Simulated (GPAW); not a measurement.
BN:

```
CELL_PARAMETERS angstrom
2.49824 0.00000 0.00000
-1.24912 2.16354 0.00000
0.00000 0.00000 6.63570
ATOMIC_POSITIONS crystal
N 0.66667 0.33333 0.25000
N 0.33333 0.66667 0.75000
B 0.66667 0.33333 0.75000
B 0.33333 0.66667 0.25000
```

Base run:

- Program: GPAW 26.7.0
- Functional: PBE
- Potentials or basis: PAW data sets generated in the run's folder for this functional
- Cutoff: 800 eV
- Basis: pw
- k mesh: 9 × 9 × 3
- Occupations: fermi-dirac, width 0.05 eV
- Spin: no spin polarisation

Its results: band gap on the k mesh 4.43 eV, indirect (least direct gap 4.71 eV).

Task: The run is repeated on the same cell with these changes: functional from PBE to TB-mBJ; potentials or basis from PAW data sets generated in the run's folder for this functional to GPAW PAW data sets for LDA (gpaw-data 1.2.1). What comes out?

Result: Band gap on the k mesh 6.10 eV, indirect (least direct gap 6.35 eV).

Caveats: the mesh misses the band edges, which the band path finds closer together (some runs); a model potential gives levels but no total energy (some runs); an odd mesh through Γ misses points on the zone boundary, where band edges often lie (some runs).

Not every run made on this cell is shown here.
